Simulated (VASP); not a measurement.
# Pb (Fm-3m) in VASP: single point with PBE

Aim: the single point of Pb with PBE.

Program: VASP 6.6.1. These are calculated values, not measurements. Logs are shortened: lines on timing, memory, paths and dates and some standing lists are left out, and cuts for length are marked.

### Step 1. Starting point

Symmetry: Fm-3m, No. 225, cubic system. The conventional cell has a = 5.041 Å, b = 5.041 Å, c = 5.041 Å, α = 90.00°, β = 90.00°, γ = 90.00°. Around Pb (site symmetry m-3m) lie 12 Pb at 3.56 Å.

### Step 2. Single point, PBE

The input, INCAR:

```
SYSTEM = Pb
PREC = Accurate
ENCUT = 520
EDIFF = 1E-6
ISMEAR = 1
SIGMA = 0.1
LREAL = .FALSE.
LASPH = .TRUE.
NELM = 80
ALGO = Fast
ISIF = 2
LWAVE = .FALSE.
LCHARG = .FALSE.
GGA = PE
NBANDS = 13
ICORELEVEL = 1
```

The input, KPOINTS:

```
Automatic mesh
0
G
  12 12 18
  0 0 0
```

The input, POSCAR:

```
Pb
1.0
    3.5645663000      0.0000000000      0.0000000000
   -1.7822831500      3.0870049700      0.0000000000
    1.7822831500      1.0290016600      2.9104561900
Pb
1
Direct
    0.0000000000      0.0000000000      0.0000000000
```

Potentials or basis: VASP PAW PBE potentials, release 64 (Pb_d).

The run is started by

```sh
cat potpaw_PBE.64/Pb_d/POTCAR > POTCAR
mpirun -np 1 vasp_std > vasp.out
```

OUTCAR:

```text
SYSTEM = Pb
   PREC = Accurate
   ENCUT = 520
   EDIFF = 1E-6
   ISMEAR = 1
   LREAL = .FALSE.
   LASPH = .TRUE.
   NELM = 80
   ISIF = 2
   GGA = PE

 ion  position               nearest neighbor table
   1  0.000  0.000  0.000-

  LATTYP: Found a face centered cubic cell.
 ALAT       =     5.0410580054

  Lattice vectors:

 A1 = (  -3.5645663000,  -0.0000000000,   0.0000000000)
 A2 = (  -1.7822831500,   1.0290016600,   2.9104561900)
 A3 = (  -1.7822831500,   3.0870049700,   0.0000000000)

Analysis of symmetry for initial positions (statically):
=====================================================================
 Subroutine PRICEL returns:
 Original cell was already a primitive cell.

 Routine SETGRP: Setting up the symmetry group for a
 face centered cubic supercell.

 Subroutine GETGRP returns: Found 48 space group operations
 (whereof 48 operations were pure point group operations)
 out of a pool of 48 trial point group operations.

The static configuration has the point symmetry O_h .

Analysis of symmetry for dynamics (positions and initial velocities):
=====================================================================
 Subroutine PRICEL returns:
 Original cell was already a primitive cell.

 Routine SETGRP: Setting up the symmetry group for a
 face centered cubic supercell.

 Subroutine GETGRP returns: Found 48 space group operations
 (whereof 48 operations were pure point group operations)
 out of a pool of 48 trial point group operations.

The dynamic configuration has the point symmetry O_h .

 Subroutine INISYM returns: Found 48 space group operations
 (whereof 48 operations are pure point group operations),
 and found     1 'primitive' translations

----------------------------------------------------------------------------------------

                                     Primitive cell

  volume of cell :      32.0262

  direct lattice vectors                    reciprocal lattice vectors
     3.564566300  0.000000000  0.000000000     0.280539038  0.161969289 -0.229059166
    -1.782283150  3.087004970  0.000000000     0.000000000  0.323938578 -0.114529583
     1.782283150  1.029001660  2.910456190     0.000000000  0.000000000  0.343588749

  length of vectors
     3.564566300  3.564566301  3.564566296     0.396742112  0.343588748  0.343588749

  position of ions in fractional coordinates (direct lattice)
     0.000000000  0.000000000  0.000000000

  ion indices of the primitive-cell ions
   primitive index   ion index
                 1           1

----------------------------------------------------------------------------------------

 KPOINTS: Automatic mesh

Automatic generation of k-mesh.
 Grid dimensions read from file:
 generate k-points for:   12   12   18

 Generating k-lattice:

  Cartesian coordinates                     Fractional coordinates (reciprocal lattice)
     0.023378253  0.013497441 -0.019088264     0.083333333  0.000000000  0.000000000
     0.000000000  0.026994881 -0.009544132     0.000000000  0.083333333  0.000000000
     0.000000000  0.000000000  0.019088264     0.000000000  0.000000000  0.055555556

  Length of vectors
     0.033061843  0.028632396  0.019088264

  Shift w.r.t. Gamma in fractional coordinates (k-lattice)
     0.000000000  0.000000000  0.000000000

 -----------------------------------------------------------------------------
|                                                                             |
|           W    W    AA    RRRRR   N    N  II  N    N   GGGG   !!!           |
|           W    W   A  A   R    R  NN   N  II  NN   N  G    G  !!!           |
|           W    W  A    A  R    R  N N  N  II  N N  N  G       !!!           |
|           W WW W  AAAAAA  RRRRR   N  N N  II  N  N N  G  GGG   !            |
|           WW  WW  A    A  R   R   N   NN  II  N   NN  G    G                |
|           W    W  A    A  R    R  N    N  II  N    N   GGGG   !!!           |
|                                                                             |
|     Your reciprocal lattice and k-lattice belong to different lattice       |
|     classes:                                                                |
|                                                                             |
|        The reciprocal lattice is body-centered cubic,                       |
|        whereas your k-lattice is body-centered orthorhombic.                |
|                                                                             |
|     Results are often still useful ...                                      |
|                                                                             |
 -----------------------------------------------------------------------------

 WARNING: IBZKPT: internal override: KBLOWUP is changed to .FALSE.
      ... skipping the blow-up phase ...

 Subroutine IBZKPT returns following result:
 ===========================================

 Found    380 irreducible k-points:

 Following reciprocal coordinates:
            Coordinates               Weight
  0.000000  0.000000  0.000000      1.000000
  0.083333 -0.000000  0.000000      2.000000
  0.166667 -0.000000 -0.000000      6.000000
  0.250000 -0.000000 -0.000000      2.000000
  0.333333 -0.000000 -0.000000      6.000000
  0.416667  0.000000 -0.000000      2.000000
[... 16 lines left out ...]
  0.166667  0.250000 -0.000000     12.000000
  0.250000  0.250000 -0.000000     12.000000
 [... further k-points ...]
   k-points           NKPTS =    380   k-points in BZ     NKDIM =    380   number of bands    NBANDS=     13
   number of dos      NEDOS =    301   number of ions     NIONS =      1
   total plane-waves  NPLWV =  21952
   dimension x,y,z NGX =    28 NGY =   28 NGZ =   28
   dimension x,y,z NGXF=    56 NGYF=   56 NGZF=   56
   ions per type =               1
   NGX,Y,Z   is equivalent  to a cutoff of  13.06, 13.06, 13.06 a.u.
   NGXF,Y,Z  is equivalent  to a cutoff of  26.12, 26.12, 26.12 a.u.
 SYSTEM =  Pb
   PREC   = accura    normal or accurate (medium, high low for compatibility)
   ISTART =      0    job   : 0-new  1-cont  2-samecut
   ICHARG =      2    charge: 1-file 2-atom 10-const
   ISPIN  =      1    spin polarized calculation?
   LNONCOLLINEAR =      F non collinear calculations
   LSORBIT =      F    spin-orbit coupling
   LASPH  =      T    aspherical Exc in radial PAW
   ENCUT  =  520.0 eV  38.22 Ry    6.18 a.u.   6.63  6.63  6.63*2*pi/ulx,y,z
   NELM   =     80;   NELMIN=  2; NELMDL= -5     # of ELM steps
   EDIFF  = 0.1E-05   stopping-criterion for ELM
   LREAL  =      F    real-space projection
   EDIFFG = 0.1E-04   stopping-criterion for IOM
   NSW    =      0    number of steps for IOM
   IBRION =     -1    ionic relax: 0-MD 1-quasi-New 2-CG
   NFREE  =      0    steps in history (QN), initial steepest desc. (CG)
   ISIF   =      2    stress and relaxation
   ISYM   =      2    0-nonsym 1-usesym 2-fastsym
   POTIM  = 0.5000    time-step for ionic-motion
   TEBEG  =    0.0;   TEEND  =   0.0 temperature during run
   PSTRESS=    0.0 pullay stress
   NELECT =      14.0000    total number of electrons
   NUPDOWN=      -1.0000    fix difference up-down
   EMIN   =  10.00;   EMAX   =-10.00  energy-range for DOS
   EFERMI =   0.00;   METHOD = LEGACY
   ISMEAR =     1;   SIGMA  =   0.10  broadening in eV -4-tet -1-fermi 0-gaus
   EFERMI_NEDOS =   21; number of points for ismear=-14 and -15
   IALGO  =     68    algorithm
   IMIX   =      4    mixing-type and parameters
     AMIX     =   0.40;   BMIX     =  1.00
     AMIX_MAG =   1.60;   BMIX_MAG =  1.00
  volume/ion in A,a.u.               =      32.03       216.12
  Fermi-wavevector in a.u.,A,eV,Ry     =   1.242460  2.347909 21.003413  1.543707
  Thomas-Fermi vector in A             =   2.376814
   LORBIT       =      0    0 simple, 1 ext, 2 COOP (PROOUT), +10 PAW based schemes
   GGA     = PE    functional components
   LHFCALC =     F    Hartree Fock is set to
   AEXX    =    0.0000 exact exchange contribution
   IVDW    =     0    specifies the selected vdW correction
   LEPSILON=     F    determine dielectric tensor
   LRPA    =     F    only Hartree local field effects (RPA)
 non-spin polarized calculation
 RMM-DIIS sequential band-by-band and
 Methfessel and Paxton  Order N= 1 SIGMA  =   0.10
  energy-cutoff  :      520.00
  volume of cell :       32.03
 maximum number of plane-waves:       889
   NGX = 13   NGY = 13   NGZ = 13

 number of electron      14.0000003 magnetization

 Free energy of the ion-electron system (eV)
  ---------------------------------------------------
  ext. energy  EPLUGINS =         0.00000000
  ---------------------------------------------------
  free energy    TOTEN  =        -3.55981408 eV

  energy without entropy =       -3.55966486  energy(sigma->0) =       -3.55976434

 the core state eigenenergies are
   1-  1s -88081.0566  2s -15742.5653  2p -13497.3271  3s  -3770.8175  3p  -3127.3549
       3d  -2472.4076  4s   -845.3428  4p   -634.5497  4d   -390.9371  4f   -121.9692
       5s   -133.1435  5p    -74.8379

 E-fermi :   6.7235     XC(G=0):  -9.9245

 val. band max:        6.7154452931   @ k =   0.4167   0.4167   0.2222
 cond. band min:       6.7295942744   @ k =  -0.2500   0.0000   0.4444
 fundamental gap:      0.0141489813
 Fermi energy:         6.7234974911

 k-point     1 :       0.0000    0.0000    0.0000
  band No.  band energies     occupation
      1     -10.3510      2.00000
      2     -10.3510      2.00000
      3     -10.3510      2.00000
      4     -10.2333      2.00000
      5     -10.2333      2.00000
      6      -4.7098      2.00000
      7      13.6783      0.00000
      8      13.6783      0.00000
      9      13.6783      0.00000
     10      16.4092      0.00000
     11      17.3353      0.00000
     12      18.7766      0.00000
     13      18.7766      0.00000

 k-point     2 :       0.0833   -0.0000    0.0000
  band No.  band energies     occupation
      1     -10.3602      2.00000
      2     -10.3344      2.00000
      3     -10.3344      2.00000
      4     -10.2428      2.00000
      5     -10.2263      2.00000
      6      -4.5417      2.00000
      7      12.6013      0.00000
      8      13.0041      0.00000
      9      13.0041      0.00000
     10      15.8048      0.00000
     11      18.3671      0.00000
     12      19.3874      0.00000
     13      19.6644      0.00000

 k-point     3 :       0.1667   -0.0000   -0.0000
  band No.  band energies     occupation
      1     -10.3853      2.00000
      2     -10.2883      2.00000
      3     -10.2883      2.00000
      4     -10.2707      2.00000
      5     -10.2071      2.00000
      6      -4.0386      2.00000
      7      10.7321      0.00000
      8      11.7153      0.00000
      9      11.7153      0.00000
     10      14.8908      0.00000
     11      16.2884      0.00000
     12      21.4258      0.00000
     13      21.5424      0.00000
[... 305 lines left out ...]
 k-point    23 :       0.1667    0.2500   -0.0000
  band No.  band energies     occupation
      1     -10.3840      2.00000
      2     -10.3157      2.00000
      3     -10.2758      2.00000
      4     -10.1989      2.00000
      5     -10.1229      2.00000
      6      -2.0529      2.00000
      7       4.9246      2.00000
      8       9.8517      0.00000
      9      10.6508      0.00000
     10      14.1419      0.00000
     11      18.1932      0.00000
     12      19.5494      0.00000
     13      20.0131      0.00000

 k-point    24 :       0.2500    0.2500   -0.0000
  band No.  band energies     occupation
      1     -10.4050      2.00000
      2     -10.3169      2.00000
      3     -10.2290      2.00000
      4     -10.1866      2.00000
      5     -10.1111      2.00000
      6      -1.0505      2.00000
      7       4.3629      2.00000
      8       7.6707     -0.00000
      9       9.9521      0.00000
     10      13.3799      0.00000
     11      17.9635      0.00000
     12      20.6851      0.00000
     13      21.0705      0.00000

 [... further k-points ...]

------------------------ aborting loop because EDIFF is reached ----------------------------------------

  FORCE on cell =-STRESS in cart. coord.  units (eV):
  Direction    XX          YY          ZZ          XY          YZ          ZX
  --------------------------------------------------------------------------------------
  -------------------------------------------------------------------------------------
  Total        0.0072925      0.0072925      0.0072925      0.0000000      0.0000000      0.0000000
  in kB        0.3648223      0.3648223      0.3648223      0.0000000      0.0000000      0.0000000
  external PRESSURE =       0.3648223 kB  Pullay stress =       0.0000000 kB

 VOLUME and BASIS-vectors are now :
 -----------------------------------------------------------------------------
  energy-cutoff  :      520.00
  volume of cell :       32.03
      direct lattice vectors                 reciprocal lattice vectors
     3.564566300  0.000000000  0.000000000     0.280539038  0.161969289 -0.229059166
    -1.782283150  3.087004970  0.000000000     0.000000000  0.323938578 -0.114529583
     1.782283150  1.029001660  2.910456190     0.000000000  0.000000000  0.343588749

 POSITION                                       TOTAL-FORCE (eV/Angst)
 -----------------------------------------------------------------------------------
      0.00000      0.00000      0.00000         0.000000      0.000000      0.000000
 -----------------------------------------------------------------------------------
    total drift:                               -0.000000     -0.000000     -0.000000

  FREE ENERGIE OF THE ION-ELECTRON SYSTEM (eV)
  ---------------------------------------------------
  free  energy   TOTEN  =        -3.5598140808 eV

  energy  without entropy=       -3.5596648550  energy(sigma->0) =       -3.55976434
```

It took 98 s on 1 thread of Intel Xeon Platinum 8488C (Sapphire Rapids), shared host; peak memory 0.27 GiB.

What came out:

```yaml
Free_energy: -3.5598 eV
Pressure: 0.0 GPa
Band_gap_on_the_k_mesh: none (metal or under the smearing width)
```

Levels at points of the mesh, in eV from the Fermi level:
```csv
k point,band 5,band 6,band 7,band 8,band 9,band 10
"(0.00, 0.00, 0.00)",-16.96,-11.43,6.95,6.95,6.95,9.69
"(0.50, 0.00, 0.00)",-16.81,-6.84,-3.10,1.95,1.95,5.19
"(0.00, 0.50, 0.00)",-16.84,-8.12,-3.98,5.24,5.24,8.95
```

Core levels (eV, on the scale of the bands):
```csv
atom,levels
1 Pb,"1s -88081.1, 2s -15742.6, 2p -13497.3, 3s -3770.8, 3p -3127.4, 3d -2472.4, 4s -845.3, 4p -634.5, 4d -390.9, 4f -122.0, 5s -133.1, 5p -74.8"
```
